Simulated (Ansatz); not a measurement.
Runs of Ansatz 0.2.0 on Cd. It takes space group P6_3/mmc (No. 194, hexagonal). The conventional cell has a = 3.093 Å, b = 3.093 Å, c = 10.431 Å, α = 90.00°, β = 90.00°, γ = 120.00°. Cd (site symmetry -6m2) is surrounded by 12 Cd at 3.09 to 3.16 Å. Around Cd (site symmetry -3m) lie 12 Cd at 3.09 to 3.16 Å. 

| level | cutoff (eV) | gap on the mesh (eV) | pressure (GPa) |
| --- | --- | --- | --- |
| r2SCAN | 500 | none | 0.6 |
| PBE0 | 420 | none | 1.5 |
| HSE06 | 420 | none | 1.8 |
| revPBE | 420 | none | (b) |
| BLYP | 420 | none | (a) |

Alike in all rows: task projected density of states; potentials or basis Ansatz PAW; no spin polarisation; cell as given; k mesh 6 × 6 × 2; smearing fermi-dirac 0.05 eV; the mesh is coarse, so values aren't converged.

Task: Estimate the missing entries.

Result: (a) 8.5; (b) 5.0.

Caveats: all runs use coarse meshes; the PAW data sets come from PBE, with cores solved anew for the run's functional, which leaves a small shift of forces and pressure; the density of states is complete only up to the lowest level of the last band computed; the thresholds are loose for stress (some runs).

A k mesh can miss the band edges, and the runs leave out spin-orbit coupling on Cd.

A gap of «none» marks a metal or a gap under the smearing width.

Runs at the PBE level aren't shown here.
